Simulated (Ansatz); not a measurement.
Crystal: BAs.

```xyz
2
Lattice="0.0000 2.3885 2.3885 2.3885 0.0000 2.3885 2.3885 2.3885 0.0000" Properties=species:S:1:pos:R:3 pbc="T T T"
As    3.5827    3.5827    3.5827
B     0.0000    0.0000    0.0000
```

Base run:

| Property | Result |
| --- | --- |
| Program | Ansatz 0.2.0 |
| Functional | PBEsol |
| Potentials or basis | Ansatz PAW |
| Cutoff | 420 eV (not typed: the program's choice for these potentials) |
| k mesh | 10 × 10 × 10 |
| Occupations | fermi-dirac, width 0.05 eV |
| Spin | no spin polarisation |

Its results: band gap on the k mesh 1.09 eV, indirect (least direct gap 3.24 eV); pressure -0.8 GPa.

**Question.** The run is repeated on the same cell with these changes: functional from PBEsol to LDA. What comes out?

**Answer.** Band gap on the k mesh 1.13 eV, indirect (least direct gap 3.25 eV); pressure -3.9 GPa.

LDA binds more tightly than PBEsol, so the same cell stands under less pressure.

Caveats: the PAW data sets come from PBE, with cores solved anew for the run's functional, which leaves a small shift of forces and pressure.
